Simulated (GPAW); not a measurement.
Set up this calculation in GPAW 26.7.0, as an ASE script.

```yaml
Task: single point
Functional: PBE
Potentials_or_basis: GPAW PAW data sets (gpaw-data 1.2.1)
Cutoff: 450 eV
Basis: pw
k_mesh: 10 × 10 × 1
Occupations: fermi-dirac, width 0.05 eV
Spin: no spin polarisation
Maxiter: 150
Dipole_layer: yes
```

Slab: Hf, a slab with vacuum.

```
Hf
1.0
     3.13955    0.00000    0.00000
    -1.56978    2.71893    0.00000
     0.00000    0.00000   25.25374
Hf
5
Direct
  0.66667 0.33333 0.29699
  0.33333 0.66667 0.39849
  0.00000 0.00000 0.50000
  0.66667 0.33333 0.60151
  0.33333 0.66667 0.70301
```

The cell isn't the ideal one: the (1 1 1) slab of Hf, cut from the database cell, not relaxed.

The input as run:

run.py

```python
import numpy as np
from ase import Atoms
from ase.dft.bandgap import bandgap
from ase.io import write
from ase.units import Bohr
from gpaw import GPAW, PW
from gpaw.elf import elf_from_dft_calculation

atoms = Atoms(['Hf', 'Hf', 'Hf', 'Hf', 'Hf'],
              cell=[[3.1395541085, 0, 0],
                    [-1.5697770542, 2.7189336145, 0],
                    [0.0, 0.0, 25.2537407808]],
              scaled_positions=[[0.6666666667, 0.3333333333, 0.2969857046],
                                [0.3333333333, 0.6666666667, 0.3984928523],
                                [0.0, 0, 0.5],
                                [0.6666666667, 0.3333333333, 0.6015071477],
                                [0.3333333333, 0.6666666667, 0.7030142954]],
              pbc=True)
atoms.pbc = (True, True, False)

calc = GPAW(mode=PW(450),
            xc='PBE',
            kpts={'size': (10, 10, 1), 'gamma': True},
            occupations={'name': 'fermi-dirac', 'width': 0.05},
            nbands=54,
            convergence={'density': 1e-05, 'energy': 1e-05},
            maxiter=150,
            poissonsolver={'dipolelayer': 'xy'},
            txt='gpaw.txt')
atoms.calc = calc
energy = atoms.get_potential_energy()
forces = atoms.get_forces()
calc.write('gs.gpw')
write('result.traj', atoms)
print(f'Energy: {energy:.6f} eV')
print('Forces (eV/A):')
print(forces.round(4))
print('Fermi level:', round(calc.get_fermi_level(), 4), 'eV')
print(f'Gap: {bandgap(calc)[0]:.4f} eV, direct: {bandgap(calc, direct=True)[0]:.4f} eV')

v = calc.get_electrostatic_potential().mean(axis=(0, 1))
z = np.arange(len(v)) * atoms.cell[2, 2] / len(v)
ef = calc.get_fermi_level()
np.savetxt('planar.dat', np.c_[z, v], fmt='%.4f')
below, above = np.interp([1.5, atoms.cell[2, 2] - 1.5], z, v) - ef
print(f'Work functions: bottom {below:.4f} eV, top {above:.4f} eV')
print('Dipole moment:', *calc.get_dipole_moment().round(5), 'e A')

# fields on the real-space grid
write('density.cube', atoms, data=calc.get_pseudo_density() * Bohr**3)
write('potential.cube', atoms, data=calc.get_electrostatic_potential())
write('elf.cube', atoms, data=elf_from_dft_calculation(calc).data)
```

Potentials or basis: GPAW PAW data sets (gpaw-data 1.2.1), pw.

Launch:

```sh
$ OMP_NUM_THREADS=1 python run.py
```

It gave:

```json
{
 "Largest force": "0.684 eV/Å",
 "Band gap on the k mesh": "none (metal or under the smearing width)",
 "Dipole across the slab": "0.00 e·Å",
 "Work function of the upper face": "4.45 eV",
 "Work function of the lower face": "4.45 eV"
}
```

Wall time 51 s on 1 thread of Intel(R) Xeon(R) 6975P-C (Granite Rapids) (shared host), peak memory 0.25 GiB.
